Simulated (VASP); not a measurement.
A run of VASP 6.6.1 is set up as follows.

Contents of INCAR:

```
PREC = Accurate
ENCUT = 520
EDIFF = 1E-6
ISMEAR = -1
SIGMA = 0.1
LREAL = F
LASPH = T
NELM = 80
ALGO = Fast
ISIF = 2
LWAVE = F
LCHARG = F
GGA = PS
NBANDS = 10
```

Contents of KPOINTS:

```
regular mesh
0
Gamma
  12 12 12
```

POSCAR

```
Cs
1.0
    0.0000000000      3.8081113733      3.8081113733
    3.8081113733      0.0000000000      3.8081113733
    3.8081113733      3.8081113733      0.0000000000
Cs
1
Direct
    0.0000000000      0.0000000000      0.0000000000
```

Potentials or basis: VASP PAW PBE potentials, release 64 (Cs_sv).

Run with:

```sh
$ cat potpaw_PBE.64/Cs_sv/POTCAR > POTCAR
$ mpirun -np 1 vasp_std > vasp.out
```

Question: Predict the pressure.

Answer: 0.0 GPa.

Question: Estimate the band gap on the k mesh.

Answer: None (metal or under the smearing width).

Caveat: the PAW data sets were made with another functional, which shifts forces and pressure a little. The run has no spin-orbit coupling, so splittings on Cs are missing.
